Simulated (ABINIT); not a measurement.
Ge in ABINIT: convergence with smearing width

Input of the first run (smearing width 0.272 eV); the others differ in this setting and in those tied to it:

File run.abi:

```
# Pseudopotentials
pp_dirpath "./"
pseudos "Ge.GGA_PBE-JTH.xml"

# Structure
acell 5.6523713319 5.6523713319 8.933861271
rprim
     0.4974925252    -0.8674682630     0.0000000000
     0.4974925252     0.8674682630     0.0000000000
     0.0000000000     0.0000000000     1.0000000000
ntypat 1
znucl 32
natom 2
typat 1 1
xred
     0.3334466300     0.6665533700     0.2500000000
     0.6665533700     0.3334466300     0.7500000000
chkprim 0
chksymtnons 0
tolsym 1.0e-6

# Plane-wave basis
ecut 22.0
pawecutdg 44.0
pawxcdev 0

# k points
kptopt 1
ngkpt 10 10 6
nshiftk 1
shiftk 0.0 0.0 0.0

# Exchange and correlation
ixc 11

# Bands and occupations
nband 18
occopt 4
tsmear 0.272 eV

# SCF cycle
nstep 100
tolvrs 1.0e-9

# Output
iomode 3
prtwf 0
prtden 0
prteig 0
prtebands 0
enunit 1
```

Potentials or basis: JTH PAW PBE v2.0.

The run is started by

```sh
$ abinit run.abi > log 2>&1
```

This isn't the form of Ge at room conditions, which is diamond.

Hardware: 1 thread of Arm Neoverse V2, on a shared host.

Question: The values tried are 0.272 eV, 0.2 eV, 0.136 eV, 0.1 eV, 0.05 eV, 0.025 eV, 0.01 eV, loosest first. From which on does the energy stay within 1 meV/atom of the tightest run that finished?

Answer: From 0.2 eV on.

```tsv
smearing width	energy less the tightest run (meV/atom)	largest force (eV/Å)	SCF cycles	CPU time (s)	peak memory (GiB)
0.272 eV	-1.07	0.001	12	69	0.18
0.2 eV	-0.85	0.001	11	63	0.18
0.136 eV	-0.54	0.001	12	68	0.18
0.1 eV	-0.34	0.001	12	69	0.18
0.05 eV	-0.03	0.010	12	68	0.18
0.025 eV	0.03	0.018	12	69	0.18
0.01 eV	0.00	0.020	11	65	0.18
```

Against the tightest run, the largest force stays within 0.005 eV/Å from 0.025 eV on. Narrower smearing needs a denser k mesh, so at a fixed mesh the narrowest width isn't the most accurate. The tightest run that finished is the yardstick and may itself not be fully converged.
